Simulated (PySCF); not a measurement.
A GIAO shielding run with PySCF 2.14 (density fitting, non-relativistic, gas phase) on N,N-dimethylacetamide (SMILES O=C(C)N(C)C):

```
{"job": {"kind": "nmr", "xc": "PBE0", "basis": "pcSseg-1"}, "charge": 0, "multiplicity": 1}
C      1.981784    -0.262031    -0.236538
C      0.817461     0.641956    -0.583192
O      0.980678     1.717133    -1.127882
N     -0.416590     0.193073    -0.243308
C     -1.574523     0.971592    -0.619956
C     -0.692861    -1.089744     0.353073
H      2.886564     0.191707    -0.631435
H      1.854083    -1.248801    -0.674701
H      2.082858    -0.359356     0.842547
H     -2.198604     0.417466    -1.325292
H     -1.222582     1.887138    -1.091198
H     -2.167871     1.221481     0.262161
H     -1.595688    -1.007667     0.959292
H     -0.860656    -1.858179    -0.410078
H      0.121532    -1.407778     0.998939
```

Hardware: 1 thread of an Arm Neoverse V1, shared host. The job also computes population analyses, field gradients.

**Question.** How large is the calculation?

**Answer.** 48 electrons, 147 basis functions and 755 auxiliary functions.

**Question.** How long does it take?

**Answer.** 15 s of wall time, with 14 SCF cycles and 5 response iterations. Times on a shared host scatter by some tens of per cent.
